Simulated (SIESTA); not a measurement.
Runs of SIESTA 5.4.2 on HfO2. The structure is orthorhombic, space group Pca2_1 (No. 29). Conventional cell: a = 5.219 Å, b = 5.005 Å, c = 5.033 Å, α = 90.00°, β = 90.00°, γ = 90.00°. Around Hf (site symmetry 1) lie 7 O at 2.02 to 2.23 Å. O (site symmetry 1) has 3 Hf at 2.02 to 2.13 Å as nearest neighbours. O (site symmetry 1) is surrounded by 4 Hf at 2.11 to 2.23 Å. Measurements of this composition are mostly on another form, of space group No. 14.

```tsv
level	potentials or basis	gap on the mesh (eV)	pressure (GPa)	largest force (eV/Å)
LDA	PseudoDojo 0.4 standard (LDA files), DZP (energy shift 0.003 Ry; two zetas on semicore shells)	4.13	-3.6	0.13
RPBE	PseudoDojo 0.4 standard (PBE files), DZP (energy shift 0.003 Ry; two zetas on semicore shells)	4.37	16.7	(b)
PBEsol	PseudoDojo 0.4 standard (PBEsol files), DZP (energy shift 0.003 Ry; two zetas on semicore shells)	4.20	3.8	0.14
vdW-DF-cx	PseudoDojo 0.4 standard (PBE files), DZP (energy shift 0.003 Ry; two zetas on semicore shells)	(a)	6.4	0.19
```

Alike in all rows: task band structure; no spin polarisation; cell as given; k mesh 5 × 6 × 5; smearing fermi-dirac 0.05 eV; grid cutoff 800 Ry; energy shift 0.003 Ry.

Problem. Fill in the values left out.

Solution. (a) 4.25; (b) 0.20.

Caveats: short orbitals over semicore shells can move pressures by several GPa; spin-orbit coupling is left out, which moves the levels of the heavy elements; the basis of atomic orbitals isn't converged, which shifts pressures, moduli and gaps; the potentials were made for another functional, which shifts forces and pressure (some runs); so large a pressure means that the cell lies far from this level's equilibrium, or that cutoff or potentials fall short (some runs).

A k mesh can miss the band edges, and the runs leave out spin-orbit coupling on Hf.

Runs at the PBE level aren't shown here.
